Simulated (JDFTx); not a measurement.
**Na: equation of state with LDA**

Na:

```
Na
1.0
    -2.14100    2.14100    2.14100
     2.14100   -2.14100    2.14100
     2.14100    2.14100   -2.14100
Na
1
Direct
  0.00000 0.00000 0.00000
```

```yaml
Program: JDFTx 1.7.0 (patched build)
Task: equation of state
Functional: LDA
Potentials_or_basis: PseudoDojo-SR-LDA-0.4.1-standard
Cutoff: 1197 eV
Density_cutoff: 4789 eV
k_mesh: 9 × 9 × 9
Occupations: fermi-dirac, width 0.05 eV
Spin: no spin polarisation
```

* Equilibrium volume: 33.25 Å³/atom (rough: see the caveat)
* Bulk modulus: 9.1 GPa (rough)

Energy against volume, from the lowest point:
```csv
volume (Å³/atom),energy (meV/atom)
36.901,0.00
37.686,4.16
38.471,8.88
39.256,14.12
40.041,19.81
40.827,25.92
41.612,32.39
```

Caveat: the minimum lies outside the volumes run.
